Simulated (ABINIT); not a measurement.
# Ta2C (P-3m1) in ABINIT: notebook

The runs below take Ta2C through single point, with PBEsol.

Program: ABINIT 10.8.3 (patched build). These are calculated values, not measurements. Logs are shortened: lines on timing, memory, paths and dates and some standing lists are left out, and cuts for length are marked. The log counts tension as positive stress, the text compression.

## Step 1: Starting point

It takes space group P-3m1 (No. 164, trigonal). Conventional cell: a = 3.106 Å, b = 3.106 Å, c = 4.946 Å, α = 90.00°, β = 90.00°, γ = 120.00°. Around Ta (site symmetry 3m) lie 3 C at 2.18 Å. Around C (site symmetry -3m) lie 6 Ta at 2.18 Å.

## Step 2: Single point, PBEsol

run.abi reads:

```
# Pseudopotentials
pp_dirpath "./"
pseudos "Ta.upf, C.upf"

# Structure
acell 3*1.0 Angstrom
rprim
     3.1059000000     0.0000000000     0.0000000000
    -1.5529500000     2.6897883016     0.0000000000
     0.0000000000     0.0000000000     4.9464000000
ntypat 2
znucl 73 6
natom 3
typat 1 1 2
xred
     0.6666666667     0.3333333333     0.7479900000
     0.3333333333     0.6666666667     0.2520100000
     0.0000000000     0.0000000000     0.0000000000

# Plane-wave basis
ecut 37.0

# k points
kptopt 1
ngkpt 8 8 4
nshiftk 1
shiftk 0.0 0.0 0.0

# Exchange and correlation
ixc -116133

# Bands and occupations
nband 19
occopt 3
tsmear 0.05 eV

# SCF cycle
nstep 100
tolvrs 1.0e-10

# Output
iomode 3
prtwf 0
prtden 0
prteig 0
prtebands 0
enunit 2
```

Potentials or basis: PseudoDojo NC SR PBEsol v0.4.1 standard.

The run is started by

```console
$ mpirun --bind-to none -np 4 abinit run.abi > log 2>&1
```

run.abo:

```text
.Version 10.8.3 of ABINIT
 Symmetries : space group P-3 m 1 (#164); Bravais hP (primitive hexag.)
================================================================================
 Values of the parameters that define the memory need of the present run
     intxc =       0    ionmov =       0      iscf =       7    lmnmax =       8
     lnmax =       8     mgfft =      54  mpssoang =       4    mqgrid =    3001
     natom =       3  nloc_mem =       1    nspden =       1   nspinor =       1
    nsppol =       1      nsym =      12    n1xccc =    2501    ntypat =       2
    occopt =       3   xclevel =       2
       mpw =        3018          nfft =       69984          nkpt =          35
================================================================================
================================================================================

--------------------------------------------------------------------------------
------------- Echo of variables that govern the present computation ------------
--------------------------------------------------------------------------------
 -outvars: echo values of preprocessed input variables --------
            acell      1.8897261259E+00  1.8897261259E+00  1.8897261259E+00 Bohr
              amu      1.80947900E+02  1.20110000E+01
             ecut      3.70000000E+01 Hartree
           enunit           2
              ixc     -116133
         kptrlatt        8    0    0      0    8    0      0    0    4
          kptrlen      3.73893652E+01
            natom           3
            nband          19
            ngfft          36      36      54
             nkpt          35
            nstep         100
             nsym          12
           ntypat           2
           occopt           3
           prtden           0
        prtebands           0
           prteig           0
            prtwf           0
            rprim      3.1059000000E+00  0.0000000000E+00  0.0000000000E+00
                      -1.5529500000E+00  2.6897883016E+00  0.0000000000E+00
                       0.0000000000E+00  0.0000000000E+00  4.9464000000E+00
          spgroup         164
           tolvrs      1.00000000E-10
           tsmear      1.83746611E-03 Hartree
            typat      1  1  2
           xangst      1.5529500000E+00  8.9659610053E-01  3.6998577360E+00
                       1.3184603497E-17  1.7931922011E+00  1.2465422640E+00
                       0.0000000000E+00  0.0000000000E+00  0.0000000000E+00
            xcart      2.9346501872E+00  1.6943210756E+00  6.9917178259E+00
                       2.4915289689E-17  3.3886421511E+00  2.3556234833E+00
                       0.0000000000E+00  0.0000000000E+00  0.0000000000E+00
             xred      6.6666666667E-01  3.3333333333E-01  7.4799000000E-01
                       3.3333333333E-01  6.6666666667E-01  2.5201000000E-01
                       0.0000000000E+00  0.0000000000E+00  0.0000000000E+00
            znucl       73.00000    6.00000

================================================================================

 chkinp: Checking input parameters for consistency.

================================================================================
== DATASET  1 ==================================================================

--- !DatasetInfo
iteration_state: {dtset: 1, }
dimensions: {natom: 3, nkpt: 35, mband: 19, nsppol: 1, nspinor: 1, nspden: 1, mpw: 3018, }
cutoff_energies: {ecut:  37.0, pawecutdg:  -1.0, }
electrons: {nelect:   3.00000000E+01, charge:   0.00000000E+00, occopt:   3.00000000E+00, tsmear:   1.83746611E-03, }
meta: {optdriver: 0, ionmov: 0, optcell: 0, iscf: 7, paral_kgb: 0, }
...

 Real(R)+Recip(G) space primitive vectors, cartesian coordinates (Bohr,Bohr^-1):
 R(1)=  5.8693004  0.0000000  0.0000000  G(1)=  0.1703781  0.0983678  0.0000000
 R(2)= -2.9346502  5.0829632  0.0000000  G(2)=  0.0000000  0.1967356  0.0000000
 R(3)=  0.0000000  0.0000000  9.3473413  G(3)=  0.0000000  0.0000000  0.1069823
 Unit cell volume ucvol=  2.7886333E+02 bohr^3
 Angles (23,13,12)=  9.00000000E+01  9.00000000E+01  1.20000000E+02 degrees

 getcut: wavevector=  0.0000  0.0000  0.0000  ngfft=  36  36  54
         ecut(hartree)=     37.000   => boxcut(ratio)=   2.10979

--- Pseudopotential description ------------------------------------------------
- pspini: atom type   1  psp file is ./Ta.upf
12 -116133 3 -1 1432                          pspcod,pspxc,lmax,lloc,mmax
     nproj     2     2     2     2

- pspini: atom type   2  psp file is ./C.upf
12 -116133 1 -1 1248                          pspcod,pspxc,lmax,lloc,mmax
     nproj     2     2     0     0

   1.43294114E+03                                ecore*ucvol(ha*bohr**3)
--------------------------------------------------------------------------------

================================================================================

--- !BeginCycle
iteration_state: {dtset: 1, }
solver: {iscf: 7, nstep: 100, nline: 4, wfoptalg: 0, }
tolerances: {tolvrs: 1.00E-10, }
...

     iter   Etot(hartree)      deltaE(h)  residm     vres2
 ETOT  1  -136.00271509942    -1.360E+02 8.282E-02 1.525E+03
 ETOT  2  -136.04888508366    -4.617E-02 1.970E-02 1.608E+03
 ETOT  3  -136.24066443096    -1.918E-01 6.759E-03 5.540E+00
 ETOT  4  -136.24134136142    -6.769E-04 2.857E-03 3.600E-02
 ETOT  5  -136.24134513232    -3.771E-06 9.513E-04 2.188E-02
 ETOT  6  -136.24134935871    -4.226E-06 2.080E-03 3.704E-04
 ETOT  7  -136.24134939315    -3.444E-08 7.884E-04 5.424E-07
 ETOT  8  -136.24134939340    -2.520E-10 1.396E-03 8.842E-07
 ETOT  9  -136.24134939353    -1.248E-10 5.305E-04 8.034E-09
 ETOT 10  -136.24134939353    -3.752E-12 6.286E-04 2.415E-10
 ETOT 11  -136.24134939353     1.990E-13 3.345E-04 1.376E-12

 At SCF step   11       vres2   =  1.38E-12 < tolvrs=  1.00E-10 =>converged.

 Cartesian components of stress tensor (hartree/bohr^3)
  sigma(1 1)=  1.01096946E-04  sigma(3 2)=  0.00000000E+00
  sigma(2 2)=  1.01096946E-04  sigma(3 1)=  0.00000000E+00
  sigma(3 3)=  1.16269455E-04  sigma(2 1)=  0.00000000E+00

--- !ResultsGS
iteration_state: {dtset: 1, }
comment   : Summary of ground state results
lattice_vectors:
- [  5.8693004,   0.0000000,   0.0000000, ]
- [ -2.9346502,   5.0829632,   0.0000000, ]
- [  0.0000000,   0.0000000,   9.3473413, ]
lattice_lengths: [   5.86930,    5.86930,    9.34734, ]
lattice_angles: [ 90.000,  90.000, 120.000, ] # degrees, (23, 13, 12)
lattice_volume:   2.7886333E+02
convergence: {deltae:  1.990E-13, res2:  1.376E-12, residm:  3.345E-04, diffor: null, }
etotal    :  -1.36241349E+02
entropy   :   0.00000000E+00
fermie    :   4.98882733E-01
cartesian_stress_tensor: # hartree/bohr^3
- [  1.01096946E-04,   0.00000000E+00,   0.00000000E+00, ]
- [  0.00000000E+00,   1.01096946E-04,   0.00000000E+00, ]
- [  0.00000000E+00,   0.00000000E+00,   1.16269455E-04, ]
pressure_GPa:  -3.1232E+00
xred      :
- [  6.6667E-01,   3.3333E-01,   7.4799E-01, Ta]
- [  3.3333E-01,   6.6667E-01,   2.5201E-01, Ta]
- [  0.0000E+00,   0.0000E+00,   0.0000E+00,  C]
cartesian_forces: # hartree/bohr
- [  2.29383832E-29,   6.62174086E-29,  -8.67970887E-04, ]
- [ -2.29383832E-29,  -6.62174086E-29,   8.67970887E-04, ]
- [ -0.00000000E+00,  -0.00000000E+00,  -0.00000000E+00, ]
force_length_stats: {min:   0.00000000E+00, max:   8.67970887E-04, mean:   5.78647258E-04, }
...

 Integrated electronic density in atomic spheres:
 ------------------------------------------------
 Atom  Sphere_radius  Integrated_density
    1        2.00000          9.21943517
    2        2.00000          9.21943517
    3        2.00000          4.13083212
================================================================================

 ----iterations are completed or convergence reached----

 Mean square residual over all n,k,spin=   20.501E-07; max=  33.454E-05
 reduced coordinates (array xred) for    3 atoms
       0.666666666667      0.333333333333      0.747990000000
       0.333333333333      0.666666666667      0.252010000000
       0.000000000000      0.000000000000      0.000000000000
 rms dE/dt=  3.8246E-03; max dE/dt=  8.1132E-03; dE/dt below (all hartree)
    1      -0.000000000000     -0.000000000000      0.008113220124
    2       0.000000000000      0.000000000000     -0.008113220124
    3       0.000000000000      0.000000000000      0.000000000000

 cartesian coordinates (angstrom) at end:
    1      1.55295000000000     0.89659610053333     3.69985773600000
    2      0.00000000000000     1.79319220106667     1.24654226400000
    3      0.00000000000000     0.00000000000000     0.00000000000000

 cartesian forces (hartree/bohr) at end:
    1      0.00000000000000     0.00000000000000    -0.00086797088663
    2     -0.00000000000000    -0.00000000000000     0.00086797088663
    3     -0.00000000000000    -0.00000000000000    -0.00000000000000
 frms,max,avg= 4.0916540E-04 8.6797089E-04   0.000E+00  0.000E+00  0.000E+00 h/b

 cartesian forces (eV/Angstrom) at end:
    1      0.00000000000000     0.00000000000000    -0.04463285753024
    2     -0.00000000000000    -0.00000000000000     0.04463285753024
    3     -0.00000000000000    -0.00000000000000    -0.00000000000000
 frms,max,avg= 2.1040131E-02 4.4632858E-02   0.000E+00  0.000E+00  0.000E+00 e/A
 length scales=  1.889726125908  1.889726125908  1.889726125908 bohr
              =  1.000000000000  1.000000000000  1.000000000000 angstroms
 Fermi (or HOMO) energy (hartree) =   0.49888   Average Vxc (hartree)=  -0.49073
 Eigenvalues (hartree) for nkpt=  35  k points:
 kpt#   1, nband= 19, wtk=  0.00391, kpt=  0.0000  0.0000  0.0000 (reduced coord)
  -1.99539   -1.99292   -0.78126   -0.75614   -0.75614   -0.75206   -0.75206   -0.74908
   0.02073    0.24572    0.36482    0.36482    0.38591    0.49643    0.51575    0.51575
   0.53867    0.53867    0.58451
      occupation numbers for kpt#   1
   2.00000    2.00000    2.00000    2.00000    2.00000    2.00000    2.00000    2.00000
   2.00000    2.00000    2.00000    2.00000    2.00000    1.58295    0.00021    0.00021
   0.00000    0.00000    0.00000
 prteigrs : prtvol=0 or 1, do not print more k-points.

 Fermi (or HOMO) energy (eV) =  13.57529   Average Vxc (eV)= -13.35338
 Eigenvalues (   eV  ) for nkpt=  35  k points:
 kpt#   1, nband= 19, wtk=  0.00391, kpt=  0.0000  0.0000  0.0000 (reduced coord)
 -54.29737  -54.23003  -21.25924  -20.57554  -20.57554  -20.46456  -20.46456  -20.38356
   0.56400    6.68640    9.92731    9.92731   10.50103   13.50860   14.03417   14.03417
  14.65797   14.65797   15.90522
 prteigrs : prtvol=0 or 1, do not print more k-points.

--- !EnergyTerms
iteration_state     : {dtset: 1, }
comment             : Components of total free energy in Hartree
kinetic             :  3.82582981471570E+01
hartree             :  1.57797967144990E+01
xc                  : -3.15489748157146E+01
Ewald energy        : -1.04297572759554E+02
psp_core            :  5.13850694889273E+00
local_psp           : -6.84655575971248E+01
non_local_psp       :  8.89445173093740E+00
internal            : -1.36241051630907E+02
'-kT*entropy'       : -2.97762622076132E-04
total_energy        : -1.36241349393529E+02
total_energy_eV     : -3.70731598102097E+03
band_energy         : -1.24956068141434E+01
...

 Cartesian components of stress tensor (hartree/bohr^3)
  sigma(1 1)=  1.01096946E-04  sigma(3 2)=  0.00000000E+00
  sigma(2 2)=  1.01096946E-04  sigma(3 1)=  0.00000000E+00
  sigma(3 3)=  1.16269455E-04  sigma(2 1)=  0.00000000E+00

-Cartesian components of stress tensor (GPa)         [Pressure= -3.1232E+00 GPa]
- sigma(1 1)=  2.97437484E+00  sigma(3 2)=  0.00000000E+00
- sigma(2 2)=  2.97437484E+00  sigma(3 1)=  0.00000000E+00
- sigma(3 3)=  3.42076548E+00  sigma(2 1)=  0.00000000E+00

== END DATASET(S) ==============================================================
================================================================================

 -outvars: echo values of variables after computation  --------
            acell      1.8897261259E+00  1.8897261259E+00  1.8897261259E+00 Bohr
           etotal     -1.3624134939E+02
            fcart      2.2938383209E-29  6.6217408603E-29 -8.6797088663E-04
                      -2.2938383209E-29 -6.6217408603E-29  8.6797088663E-04
                      -0.0000000000E+00 -0.0000000000E+00 -0.0000000000E+00
            rprim      3.1059000000E+00  0.0000000000E+00  0.0000000000E+00
                      -1.5529500000E+00  2.6897883016E+00  0.0000000000E+00
                       0.0000000000E+00  0.0000000000E+00  4.9464000000E+00
           strten      1.0109694583E-04  1.0109694602E-04  1.1626945534E-04
                       0.0000000000E+00  0.0000000000E+00  0.0000000000E+00
           xangst      1.5529500000E+00  8.9659610053E-01  3.6998577360E+00
                       1.3184603497E-17  1.7931922011E+00  1.2465422640E+00
                       0.0000000000E+00  0.0000000000E+00  0.0000000000E+00
             xred      6.6666666667E-01  3.3333333333E-01  7.4799000000E-01
                       3.3333333333E-01  6.6666666667E-01  2.5201000000E-01
                       0.0000000000E+00  0.0000000000E+00  0.0000000000E+00
 Calculation completed.
```

Wall time 22 s (4 MPI ranks of Arm Neoverse V2, shared host); peak memory 0.32 GiB.

Results:

- Free energy: -3707.3160 eV
- Pressure: -3.1 GPa
- Largest force: 0.045 eV/Å
- Band gap on the k mesh: none (metal or under the smearing width)
- Valence electrons inside the program's atomic spheres: Ta 9.22; C 4.13

Forces in eV/Å, atoms in the order of the input:
```
Ta   0.000  0.000 -0.045
Ta   0.000  0.000  0.045
C    0.000  0.000  0.000
```

Levels at points of the mesh, in eV from the Fermi level:
```csv
k point,band 12,band 13,band 14,band 15,band 16,band 17,band 18,band 19
"(0.00, 0.00, 0.00)",-3.65,-3.07,-0.07,0.46,0.46,1.08,1.08,2.33
"(0.50, 0.00, 0.00)",-4.04,-3.75,-1.84,-0.32,3.26,3.39,4.58,5.12
"(0.00, 0.00, 0.50)",-3.89,-1.83,-1.63,-0.32,-0.32,2.88,2.89,3.42
"(0.50, 0.00, 0.50)",-3.62,-2.58,-1.21,-1.05,1.50,1.52,4.24,4.84
```

Spin-orbit coupling is left out, which matters for the levels of Ta.

## Step 3: Single point, PBEsol

Changes to run.abi since step 2:

```diff
@@ -5,7 +5,7 @@
 # Structure
-acell 3*1.0 Angstrom
+acell 3.1059 3.1059 4.9464 Angstrom
 rprim
-     3.1059000000     0.0000000000     0.0000000000
-    -1.5529500000     2.6897883016     0.0000000000
-     0.0000000000     0.0000000000     4.9464000000
+     1.0000000000     0.0000000000     0.0000000000
+    -0.5000000000     0.8660254038     0.0000000000
+     0.0000000000     0.0000000000     1.0000000000
 ntypat 2
@@ -20,3 +20,3 @@
 # Plane-wave basis
-ecut 37.0
+ecut 1006.821291 eV
 
@@ -43,5 +43,8 @@
 prtwf 0
-prtden 0
 prteig 0
 prtebands 0
-enunit 2
+prtden 1
+prtvha 1
+prtvclmb 1
+prtpot 1
+prtelf 1
```

Potentials or basis: PseudoDojo NC SR PBEsol v0.4.1 standard.

The run is started by

```console
$ mpirun --bind-to none -np 4 abinit run.abi > log 2>&1
```

run.abo:

```text
.Version 10.8.3 of ABINIT
 Symmetries : space group P-3 m 1 (#164); Bravais hP (primitive hexag.)
================================================================================
 Values of the parameters that define the memory need of the present run
     intxc =       0    ionmov =       0      iscf =       7    lmnmax =       8
     lnmax =       8     mgfft =      54  mpssoang =       4    mqgrid =    3001
     natom =       3  nloc_mem =       1    nspden =       1   nspinor =       1
    nsppol =       1      nsym =      12    n1xccc =    2501    ntypat =       2
    occopt =       3   xclevel =       2
       mpw =        3018          nfft =       69984          nkpt =          35
================================================================================
================================================================================

--------------------------------------------------------------------------------
------------- Echo of variables that govern the present computation ------------
[... 226 lines left out ...]

== END DATASET(S) ==============================================================
================================================================================

 -outvars: echo values of variables after computation  --------
            acell      5.8693003745E+00  5.8693003745E+00  9.3473413092E+00 Bohr
           etotal     -1.3624134939E+02
            fcart      6.1169021891E-29  3.5315951254E-29 -8.6797087608E-04
                      -7.6461277363E-29 -4.4144939067E-29  8.6797087608E-04
                       1.5292255473E-29  8.8289878135E-30 -0.0000000000E+00
            rprim      1.0000000000E+00  0.0000000000E+00  0.0000000000E+00
                      -5.0000000000E-01  8.6602540380E-01  0.0000000000E+00
                       0.0000000000E+00  0.0000000000E+00  1.0000000000E+00
           strten      1.0109694652E-04  1.0109694585E-04  1.1626945561E-04
                       0.0000000000E+00  0.0000000000E+00  0.0000000000E+00
           xangst      1.5529500000E+00  8.9659610055E-01  3.6998577360E+00
                      -3.3163956572E-16  1.7931922011E+00  1.2465422640E+00
                       0.0000000000E+00  0.0000000000E+00  0.0000000000E+00
             xred      6.6666666667E-01  3.3333333333E-01  7.4799000000E-01
                       3.3333333333E-01  6.6666666667E-01  2.5201000000E-01
                       0.0000000000E+00  0.0000000000E+00  0.0000000000E+00
 Calculation completed.
```

Wall time 25 s (4 MPI ranks of Arm Neoverse V1, shared host); peak memory 0.32 GiB.

Results:

```
Free energy                                           : -3707.3160 eV
Pressure                                              : -3.1 GPa
Largest force                                         : 0.045 eV/Å
Band gap on the k mesh                                : none (metal or under the smearing width)
Valence electrons inside the program's atomic spheres : Ta 9.22; C 4.13
```

Forces on the atoms (eV/Å):
```
Ta   0.000  0.000 -0.045
Ta   0.000  0.000  0.045
C    0.000  0.000  0.000
```

The run has no spin-orbit coupling, so splittings on Ta are missing.
